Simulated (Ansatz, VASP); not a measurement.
LiF in VASP and in Ansatz

INCAR

```
PREC = Accurate
ENCUT = 520
EDIFF = 1E-6
ISMEAR = 0
SIGMA = 0.01
LREAL = F
LASPH = T
NELM = 100
ALGO = Normal
ISIF = 2
LWAVE = F
LCHARG = F
GGA = PS
NBANDS = 12
```

The input KPOINTS:

```
regular mesh
0
Gamma
  10 10 10
```

The input POSCAR:

```
LiF
1.0
    0.0000000000      2.0039699822      2.0039699822
    2.0039699822      0.0000000000      2.0039699822
    2.0039699822      2.0039699822      0.0000000000
Li F
1 1
Direct
    0.0000000000      0.0000000000      0.0000000000
    0.5000000000      0.5000000000      0.5000000000
```

Input for Ansatz:

```yaml
crystal:
  lattice:
    - [0.0, 2.00396998216, 2.00396998216]
    - [2.00396998216, 0.0, 2.00396998216]
    - [2.00396998216, 2.00396998216, 0.0]
  atoms:
    - { symbol: Li, position: [0.0, 0.0, 0.0] }
    - { symbol: F, position: [0.5, 0.5, 0.5] }
kpoints:
  mp_grid: { grid: [10, 10, 10] }
scf:
  occupations: { method: fixed }
hamiltonian:
  xc: pbesol
  pseudopotentials: { kind: all_electron, lapw: { basis_error: 0.001 } }
output:
  forces: true
  stress: true
  eigenvalues: true
  eigenstates:
    nscf_kmesh: { grid: [16, 16, 16] }
    de_dk: true
    e_range: [-9, 19.04774228378]
  optics:
    e_range: [0, 20]
    de: 0.2
    sigma: 0.25
    bands: { spectra_wanted_up_to: 20 }
    nscf_kmesh: { grid: [16, 16, 16] }
checkpoint:
  write: ck
  write_wavefunctions: false
```

Alike in both runs: task single point; functional PBEsol; k mesh 10 × 10 × 10; no spin polarisation.

|  | VASP | Ansatz |
| --- | --- | --- |
| version | VASP 6.6.1 | Ansatz 0.2.0 |
| potentials or method | VASP PAW PBE potentials, release 64 (Li_sv, F) | all-electron LAPW, scalar-relativistic |
| plane-wave cutoff (eV) | 520 | see its input |
| occupations | gaussian, width 0.01 eV | fixed |

```tsv
	VASP	Ansatz	Ansatz less VASP
gap on the k mesh at the Fermi level (eV)	9.06	9.03	-0.026
```

Ansatz ran all-electron here, so the differences hold the error of VASP's frozen core and of both bases.

 A k mesh can miss the band edges. Expect the measured gap to be larger: semilocal functionals such as PBEsol lack the derivative discontinuity.
